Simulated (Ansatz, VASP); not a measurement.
# One calculation of HfO2, two programs

```
CELL_PARAMETERS angstrom
0.00000 2.52207 2.52207
2.52207 0.00000 2.52207
2.52207 2.52207 0.00000
ATOMIC_POSITIONS crystal
Hf 0.00000 0.00000 0.00000
O 0.25000 0.25000 0.25000
O 0.75000 0.75000 0.75000
```

Alike in both runs: functional PBEsol; k mesh 8 × 8 × 8; occupations gaussian, width 0.02 eV; no spin polarisation.

Ansatz relaxed the structure, and its values are those at the end. VASP's run is a single point on that final structure, the one shown.

|  | VASP | Ansatz |
| --- | --- | --- |
| version | VASP 6.6.1 | Ansatz 0.2.0 |
| potentials or method | VASP PAW PBE potentials, release 64 (Hf_pv, O) | scalar-relativistic, plane waves, PAW |
| plane-wave cutoff (eV) | 520 | 520 |
| valence electrons in the cell | 22 | 38 |

Ansatz gave:

```
gap on the k mesh at the Fermi level (eV) : 3.69
least direct gap on the mesh (eV)         : 3.69
pressure (GPa)                            : 0.0
```

Estimate VASP's values.

gap on the k mesh at the Fermi level (eV): 3.71; least direct gap on the mesh (eV): 3.71; pressure (GPa): -3.8.

With one functional, cell and mesh, what is left measures potentials, basis and numerics. The two sets of potentials don't hold the same shells in valence. Ansatz warned: «pseudo_functional_mismatch».

Caveats: the PAW data sets were made with another functional, which shifts forces and pressure a little (VASP); spin-orbit coupling is left out, which moves the levels of the heavy elements. A k mesh can miss the band edges.
